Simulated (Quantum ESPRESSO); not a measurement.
**Os in Quantum ESPRESSO: the effect of target pressure**

The system is Os.

```
Os
1.0
     2.73410    0.00000    0.00000
    -1.36705    2.36780    0.00000
     0.00000    0.00000    4.31970
Os
2
Cartesian
  1.3671 0.7893 3.2398
  0.0000 1.5785 1.0799
```

Alike in all runs:

* Program: Quantum ESPRESSO 7.5
* Task: phonons
* Functional: PBE
* Potentials or basis: GBRV 1.5 PBE
* Cutoff: 612 eV
* Density cutoff: 4898 eV
* k mesh: 9 × 9 × 5
* Occupations: cold, width 0.2 eV
* Spin: no spin polarisation

Each run relaxes the cell or the atoms first.

Task: One run gave: relaxed volume 13.62 Å³/atom; highest phonon frequency 247 cm⁻¹. Which target pressure did it use?
A. 5 GPa
B. 10 GPa
C. 20 GPa
D. 0 GPa

Result: C.

| target pressure | relaxed volume (Å³/atom) | highest phonon frequency (cm⁻¹) |
| --- | --- | --- |
| 0 GPa | 14.25 | 221 |
| 5 GPa | 14.07 | 228 |
| 10 GPa | 13.91 | 235 |
| 20 GPa | 13.62 | 247 |

Caveats: the mesh is thin for the phonons of a metal; the cell is more than 3 GPa from zero pressure, which shifts response properties (some runs).
